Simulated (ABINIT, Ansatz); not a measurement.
## A GW chain in ABINIT: CaO (Lime)

Aim: the G0W0 gap of CaO (Lime) on PBE, step by step.

Method: PBE and many-body steps on it, plane waves, in ABINIT 10.8.3.

Report form: the programs' logs are mostly left out.

**1. Starting point**

Symmetry: Fm-3m, No. 225, cubic system. Conventional cell: a = 4.813 Å, b = 4.813 Å, c = 4.813 Å, α = 90.00°, β = 90.00°, γ = 90.00°. Nearest to Ca lie 6 O at 2.41 Å. Nearest to O lie 6 Ca at 2.41 Å. Farther neighbours and most contacts between anions are not listed.

The cell and positions come from the Crystallography Open Database and are kept as given unless a step says otherwise.

**2. Ground state**

This step: ABINIT 10.8.3; DFT, PBE, plane waves, norm-conserving pseudopotentials.

The ground-state density comes first.

run.abi

```
acell 3*1.0 Angstrom
rprim 
  -0.000000000000 2.406500000000 2.406500000000
  2.406500000000 -0.000000000000 2.406500000000
  2.406500000000 2.406500000000 -0.000000000000
ntypat 2
znucl 20 8
natom 2
typat 1 2
xred 
  0.000000000000 0.000000000000 0.000000000000
  0.500000000000 0.500000000000 0.500000000000
pp_dirpath "pseudos"
pseudos "Ca.upf, O.upf"
ecut 36
ngkpt 8 8 8
nshiftk 1
shiftk 0 0 0
kptopt 1
chksymbreak 0
nband 13
occopt 1
tolvrs 1e-10
nstep 60
prtwf 0
optforces 0
optstress 0
indata_prefix "in"
outdata_prefix "out"
tmpdata_prefix "tmp"
```

Run with:

```console
$ OMP_NUM_THREADS=1 mpirun -n 8 abinit run.abi > log
```

Run time: 4.8 s. Hardware: 8 MPI ranks of Arm Neoverse V2, shared host; peak memory 0.52 GiB.

This step gave:

```yaml
total_energy: -1507.1545 eV
gap: 3.662 eV
k_of_the_valence_top: 0, 0, 0
k_of_the_conduction_bottom: 0.5, 0.5, 0
least_direct_gap: 4.037 eV
```

The gap is indirect, with the least direct gap 0.37 eV higher.

**3. Bands along the symmetry lines**

Levels along a band path, at the cheap level, show where the edges lie and whether the meshes to come will hold them.

run.abi

```
acell 3*1.0 Angstrom
rprim 
  -0.000000000000 2.406500000000 2.406500000000
  2.406500000000 -0.000000000000 2.406500000000
  2.406500000000 2.406500000000 -0.000000000000
ntypat 2
znucl 20 8
natom 2
typat 1 2
xred 
  0.000000000000 0.000000000000 0.000000000000
  0.500000000000 0.500000000000 0.500000000000
pp_dirpath "pseudos"
pseudos "Ca.upf, O.upf"
ecut 36
iscf -2
irdden 1
kptopt 0
nkpt 50
kpt 
  0.00000000 0.00000000 0.00000000
  0.06250000 0.00000000 0.06250000
  0.12500000 0.00000000 0.12500000
  0.18750000 0.00000000 0.18750000
  0.25000000 0.00000000 0.25000000
  0.31250000 0.00000000 0.31250000
  0.37500000 0.00000000 0.37500000
  0.43750000 0.00000000 0.43750000
  0.50000000 0.00000000 0.50000000
  0.51562500 0.03125000 0.51562500
  0.53125000 0.06250000 0.53125000
  0.54687500 0.09375000 0.54687500
  0.56250000 0.12500000 0.56250000
  0.57812500 0.15625000 0.57812500
  0.59375000 0.18750000 0.59375000
  0.60937500 0.21875000 0.60937500
  0.62500000 0.25000000 0.62500000
  0.37500000 0.37500000 0.75000000
  0.32812500 0.32812500 0.65625000
  0.28125000 0.28125000 0.56250000
  0.23437500 0.23437500 0.46875000
  0.18750000 0.18750000 0.37500000
  0.14062500 0.14062500 0.28125000
  0.09375000 0.09375000 0.18750000
  0.04687500 0.04687500 0.09375000
  0.00000000 0.00000000 0.00000000
  0.06250000 0.06250000 0.06250000
  0.12500000 0.12500000 0.12500000
  0.18750000 0.18750000 0.18750000
  0.25000000 0.25000000 0.25000000
  0.31250000 0.31250000 0.31250000
  0.37500000 0.37500000 0.37500000
  0.43750000 0.43750000 0.43750000
  0.50000000 0.50000000 0.50000000
  0.50000000 0.46875000 0.53125000
  0.50000000 0.43750000 0.56250000
  0.50000000 0.40625000 0.59375000
  0.50000000 0.37500000 0.62500000
  0.50000000 0.34375000 0.65625000
  0.50000000 0.31250000 0.68750000
  0.50000000 0.28125000 0.71875000
  0.50000000 0.25000000 0.75000000
  0.50000000 0.21875000 0.71875000
  0.50000000 0.18750000 0.68750000
  0.50000000 0.15625000 0.65625000
  0.50000000 0.12500000 0.62500000
  0.50000000 0.09375000 0.59375000
  0.50000000 0.06250000 0.56250000
  0.50000000 0.03125000 0.53125000
  0.50000000 0.00000000 0.50000000
istwfk *1
nband 15
nbdbuf 2
tolwfr 1e-08
nstep 40
prtwf 0
prtvol 0
indata_prefix "in"
outdata_prefix "out"
tmpdata_prefix "tmp"
```

Run time: 4.2 s. Hardware: 8 MPI ranks; peak memory 0.48 GiB.

This step gave:

| Property | Result |
| --- | --- |
| gap | 3.662 eV |
| k of the valence top | 0, 0, 0 |
| k of the conduction bottom | 0.5, 0, 0.5 |
| least direct gap | 4.037 eV |

The gap is 3.662 eV, as in the run before at this level.

The electronic bands at the labelled points (eV, zero at the top of the highest filled band; v1 is the highest filled band, c1 the lowest empty one):

```tsv
point	v4	v3	v2	v1	c1	c2	c3	c4
Γ	-15.46	0.00	0.00	0.00	4.71	6.23	6.23	6.23
halfway	-14.95	-1.66	-0.30	-0.30	4.72	6.60	8.04	8.04
X	-15.23	-1.30	-0.37	-0.37	3.66	8.02	8.87	9.50
halfway	-15.12	-1.28	-0.69	-0.50	4.09	8.21	8.91	9.12
U	-14.87	-1.32	-1.20	-0.77	5.14	7.97	8.54	9.02
jump to K	-14.87	-1.32	-1.20	-0.77	5.14	7.97	8.54	9.02
halfway	-14.71	-1.79	-0.92	-0.55	6.10	7.02	7.20	8.02
Γ	-15.46	0.00	0.00	0.00	4.71	6.23	6.23	6.23
halfway	-14.82	-1.52	-0.65	-0.65	6.25	6.84	7.17	7.17
L	-14.30	-2.61	-1.18	-1.18	7.03	8.33	8.33	8.49
halfway	-14.58	-2.03	-1.11	-1.04	6.74	6.82	8.73	8.91
W	-14.86	-1.27	-1.05	-1.05	6.31	6.31	8.36	9.50
halfway	-15.04	-1.25	-0.84	-0.66	4.49	8.25	8.28	9.38
X	-15.23	-1.30	-0.37	-0.37	3.66	8.02	8.87	9.50
```

**4. Empty states on the mesh, 6×6×6 mesh, 522 bands**

The sums over transitions need many empty states on a uniform mesh; this step solves for them.

run.abi

```
acell 3*1.0 Angstrom
rprim 
  -0.000000000000 2.406500000000 2.406500000000
  2.406500000000 -0.000000000000 2.406500000000
  2.406500000000 2.406500000000 -0.000000000000
ntypat 2
znucl 20 8
natom 2
typat 1 2
xred 
  0.000000000000 0.000000000000 0.000000000000
  0.500000000000 0.500000000000 0.500000000000
pp_dirpath "pseudos"
pseudos "Ca.upf, O.upf"
ecut 36
ngkpt 6 6 6
nshiftk 1
shiftk 0 0 0
kptopt 1
chksymbreak 0
irdden 1
istwfk *1
nband 522
prtvol 0
optdriver 6
gwr_task "HDIAGO"
paral_kgb 0
occopt 1
indata_prefix "in"
outdata_prefix "out"
tmpdata_prefix "tmp"
```

It took 14 s on 8 MPI ranks; peak memory 2.2 GiB; 1.9 min of CPU time.

This step gave:

* gap: 3.662 eV
* k of the valence top: 0, 0, 0
* k of the conduction bottom: 0.5, 0.5, 0
* least direct gap: 4.037 eV
* k points computed: 16
* lowest point of the top converged band, above the valence top: 375.0805 eV

On this mesh the gap is 3.662 eV.

**5. Screening, 6×6×6 mesh, 514 bands, screening to 435.4 eV**

The RPA dielectric matrix is built and inverted for each q.

This step: RPA screening on PBE, plane waves, norm-conserving pseudopotentials.

Changes to run.abi since step 4:

```diff
@@ -20,10 +20,11 @@
 chksymbreak 0
-irdden 1
 istwfk *1
-nband 522
-prtvol 0
-optdriver 6
-gwr_task "HDIAGO"
-paral_kgb 0
 occopt 1
+irdwfk 1
+optdriver 3
+nband 514
+ecuteps 16
+inclvkb 2
+awtr 1
+symchi 1
 indata_prefix "in"
```

The job ended after 11 min (8 MPI ranks; peak memory 6.5 GiB; 90 min of CPU time).

Numbers from this step:

| Item | Value |
| --- | --- |
| ε∞ with local fields, on this mesh, along the program's q direction | 3.564 |
| the same without local fields | 3.924 |
| plasma frequency | 28.13 eV |
| plane waves in the screening matrix | 561 |

Local fields lower ε∞ by 9 %.

**6. Self-energy, 6×6×6 mesh, 514 bands, screening to 435.4 eV**

The self-energy is evaluated for the states that the input lists, and the levels follow from it, in one-shot runs by the linearised quasiparticle equation.

This step: G0W0 on PBE, plane waves, norm-conserving pseudopotentials.

Changes to run.abi since step 5:

```diff
@@ -23,8 +23,17 @@
 irdwfk 1
-optdriver 3
+optdriver 4
 nband 514
+gwcalctyp 0
+ecutsigx 36
+symsigma 1
+nkptgw 2
+kptgw 
+  0.0000000000 0.0000000000 0.0000000000
+  0.5000000000 0.5000000000 0.0000000000
+bdgw 
+  6 12
+  7 10
 ecuteps 16
-inclvkb 2
-awtr 1
-symchi 1
+irdscr 1
+ppmodel 1
 indata_prefix "in"
```

Run time: 3 min. Hardware: 8 MPI ranks; peak memory 6.9 GiB; 24 min of CPU time.

This step gave:

```yaml
g0w0_gap_on_the_points_computed: 5.943 eV
starting_gap_on_the_mesh: 3.662 eV
k_of_the_valence_top: 0, 0, 0
k_of_the_conduction_bottom: 0.5, 0.5, 0
z_at_the_valence_top: 0.777
z_at_the_conduction_bottom: 0.849
least_direct_g0w0_gap_on_the_computed_points: 6.344 eV
```

The gap on the mesh goes from 3.66 eV to 5.94 eV, a correction of +2.28 eV.

Limits: finite bands, cutoff and mesh. v1 is the top filled band, c1 the lowest empty one. The levels before and after the correction (eV, zero at the valence-band top of each column):

```tsv
	conduction bottom	valence top
Kohn-Sham	3.66	0.00
G0W0	5.94	0.00
```

```tsv
	level	energy (eV)
Kohn-Sham	Γ v3-v1	0.000
Kohn-Sham	Γ c1	4.714
Kohn-Sham	Γ c2-c4	6.228
Kohn-Sham	(0.5 0.5 0) v2-v1	-0.374
Kohn-Sham	(0.5 0.5 0) c1	3.662
Kohn-Sham	(0.5 0.5 0) c2	8.023
G0W0	Γ v3-v1	0.000
G0W0	Γ c1	6.344
G0W0	Γ c2-c4	9.102
G0W0	(0.5 0.5 0) v2-v1	-0.475
G0W0	(0.5 0.5 0) c1	5.943
G0W0	(0.5 0.5 0) c2	11.047
```

**7. Where the time went**

Times are wall times on 8 MPI ranks of Arm Neoverse V2, shared host, good to a factor of about two.

```tsv
step	time	share	memory (GiB)
ground state	4.8 s	1 %	0.52
bands along the symmetry lines	4.2 s	0 %	0.48
empty states on the mesh	14 s	2 %	2.2
screening	11 min	77 %	6.5
self-energy	3 min	20 %	6.9
```

**8. Results**

```json
{
 "PBE gap": "3.66 eV, indirect",
 "G0W0 gap on the mesh": "5.94 eV",
 "GW settings": "6×6×6 mesh, 514 bands, screening to 435.4 eV, Godby-Needs plasmon pole",
 "known limits": "not at the basis limit"
}
```

In words: G0W0 moves the gap on the mesh from 3.66 eV to 5.94 eV (+2.28 eV), with Z of 0.78 and 0.85 at the edges. Local fields lower the RPA ε∞ on this mesh from 3.92 to 3.56. Only 2 of the mesh's irreducible points were corrected, so a valley elsewhere could overtake. The dearest step here is «screening». Bands and cutoff are finite, so the gap is not at the basis limit. The miss can reach some tenths of an eV and take either sign; the mesh is an error of its own. In the G0W0 run levels were corrected at 2 k points alone, so a gap called «on the mesh» is the least over those, and an edge elsewhere would be missed.

[Paths, hosts, dates, memory and timing lines, banners, echoed tables and standing remarks are left out of the program output.]

[Logs are printed without paths, hosts, clocks, repeated set-up lines and the standing remarks that a program may print on its own settings, such as how far it seeks lower states.]

[Runs of the session that timed out or met a known fault of the program may be left out.]

[Hosts, paths, dates, database ids (printed as entryN), source tags and the programs' standing remarks are cut or masked in the printed files.]

[G0W0 gaps are taken among the corrected bands and points alone; a level outside them can change the order at an edge.]

[Where Ansatz stands beside ABINIT at settings called matched, ABINIT's density can come from a denser mesh and the files from another edition; pairs whose starting gaps differed by over 0.03 eV were left out, so agreement reads better than it is.]
